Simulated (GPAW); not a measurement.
Fe3Ge:

```xyz
4
Lattice="3.6605 0.0000 0.0000 0.0000 3.6605 0.0000 0.0000 0.0000 3.6605" Properties=species:S:1:pos:R:3 pbc="T T T"
Ge    0.0000    0.0000    0.0000
Fe    1.8303    0.0000    1.8303
Fe    1.8303    1.8303    0.0000
Fe    0.0000    1.8303    1.8303
```

The cell comes from a database or a generator and needn't be the stable form of this composition.

| Item | Value |
| --- | --- |
| Program | GPAW 26.7.0 |
| Task | relaxation of cell and atoms |
| Functional | PBEsol |
| Dispersion | D4 |
| Potentials or basis | PAW data sets generated in the run's folder for this functional |
| Cutoff | 600 eV |
| Basis | pw |
| k mesh | 7 × 7 × 7 |
| Occupations | fermi-dirac, width 0.05 eV |
| Spin | collinear spin, ferromagnetic start |
| Starting moments | [0.0, 3.0, 3.0, 3.0] μB |

At the start: pressure -12.6 GPa; volume 12.26 Å³/atom.

**Question.** Where does the relaxation end?

**Answer.** Over 4 steps the energy falls by 33.2 meV/atom and the volume is 11.47 Å³/atom (-6.5 %); space group Pm-3m (No. 221, to 0.05 Å); moment 6.20 μB per cell.

The path:
```csv
step,energy change (eV),largest force (eV/Å),pressure (GPa),volume (Å³)
1,0.0000,0.0000,-12.59,49.05
2,-0.0369,0.0000,-10.97,48.54
3,-0.1307,0.0000,1.62,45.51
4,-0.1329,0.0000,-0.11,45.87
```

Final structure:
```cif
data_structure
_symmetry_space_group_name_H-M 'P 1'
_symmetry_Int_Tables_number 1
_cell_length_a 3.5796
_cell_length_b 3.5796
_cell_length_c 3.5796
_cell_angle_alpha 90.000
_cell_angle_beta 90.000
_cell_angle_gamma 90.000
_cell_volume 45.87
loop_
_atom_site_label
_atom_site_type_symbol
_atom_site_fract_x
_atom_site_fract_y
_atom_site_fract_z
_atom_site_occupancy
Ge1 Ge 0.00000 0.00000 0.00000 1
Fe1 Fe 0.50000 0.00000 0.50000 1
Fe2 Fe 0.50000 0.50000 0.00000 1
Fe3 Fe 0.00000 0.50000 0.50000 1
```

Caveat: each step starts from the last one's moments, so a moment once lost doesn't come back; later steps reuse the first step's grids; pairwise dispersion overbinds metals, which lowers pressure and volume.
